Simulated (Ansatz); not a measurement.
Crystal: WC.

```xyz
2
Lattice="0.0000 2.1927 2.1927 2.1927 0.0000 2.1927 2.1927 2.1927 0.0000" Properties=species:S:1:pos:R:3 pbc="T T T"
W     0.0000    0.0000    0.0000
C     2.1927    2.1927    2.1927
```

Measurements of this composition are mostly on another form, of space group No. 187.

Base run:

* Program: Ansatz 0.2.0
* Functional: LDA
* Potentials or basis: Ansatz PAW
* Cutoff: 420 eV (not typed: the program's choice for these potentials)
* k mesh: 10 × 10 × 10
* Occupations: fermi-dirac, width 0.05 eV
* Spin: no spin polarisation

Its results: band gap on the k mesh none (metal or under the smearing width); pressure -16.1 GPa.

Task: The run is repeated on the same cell with these changes: functional from LDA to PBEsol. What comes out?

Result: Band gap on the k mesh none (metal or under the smearing width); pressure -10.2 GPa.

PBEsol binds less tightly than LDA, so the same cell stands under more pressure.

Caveats: the PAW data sets come from PBE, with cores solved anew for the run's functional, which leaves a small shift of forces and pressure; spin-orbit coupling is left out, which moves the levels of the heavy elements (some runs).
